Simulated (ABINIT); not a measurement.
KMgF3:

```xyz
5
Lattice="3.9859 0.0000 0.0000 0.0000 3.9859 0.0000 0.0000 0.0000 3.9859" Properties=species:S:1:pos:R:3 pbc="T T T"
K     1.9929    1.9929    1.9929
Mg    0.0000    0.0000    0.0000
F     0.0000    0.0000    1.9929
F     0.0000    1.9929    0.0000
F     1.9929    0.0000    0.0000
```

Program: ABINIT 10.8.3 (patched build). Alike in all runs: task single point; no spin polarisation; cell as given; k mesh 5 × 5 × 5; smearing fermi-dirac 0.05 eV.

Question: Order these runs on this cell by their band gap on the k mesh, lowest first.
A. level PBE; potentials or basis PseudoDojo NC SR PBE v0.4.1 standard; cutoff (eV) 1088
B. level LDA; potentials or basis PseudoDojo NC SR LDA v0.4.1 standard; cutoff (eV) 1088
C. level PBEsol; potentials or basis PseudoDojo NC SR PBEsol v0.4.1 standard; cutoff (eV) 1034

Answer: B (7.06 eV), C (7.23 eV), A (7.42 eV).

Caveats: an odd mesh through Γ misses points on the zone boundary, where band edges often lie.

Not every run made on this cell is shown here.
